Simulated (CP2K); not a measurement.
Runs of CP2K 2026.2 on TaN. Symmetry: Fm-3m, No. 225, cubic system. The conventional cell has a = 4.423 Å, b = 4.423 Å, c = 4.423 Å, α = 90.00°, β = 90.00°, γ = 90.00°. Ta (site symmetry m-3m) has 6 N at 2.21 Å as nearest neighbours. Around N (site symmetry m-3m) lie 6 Ta at 2.21 Å. The cell comes from a database or a generator and needn't be the stable form of this composition.

| level | gap on the mesh (eV) | pressure (GPa) |
| --- | --- | --- |
| WC | none | (a) |
| revPBE | none | -3.6 |
| LDA | none | (b) |
| BLYP | none | 5.8 |
| PBEsol | none | -13.2 |
| r2SCAN | none | -8.6 |

Alike in all rows: task single point; potentials or basis POTENTIAL_UZH Ta GTH-PBE-q13, N GTH-PBE-q5; TZVP-MOLOPT-PBE-GTH basis; no spin polarisation; cell as given; k mesh 10 × 10 × 10; smearing fermi-dirac 0.05 eV.

Q: Fill in the values left out.

A: (a) -11.7; (b) -16.6.

Caveats: the potentials were made for another functional, which shifts forces and pressure; the basis of atomic orbitals isn't converged, which shifts pressures, moduli and gaps.

A k mesh can miss the band edges, and the runs leave out spin-orbit coupling on Ta.

A gap of «none» marks a metal or a gap under the smearing width.

Runs at the PBE level aren't shown here.
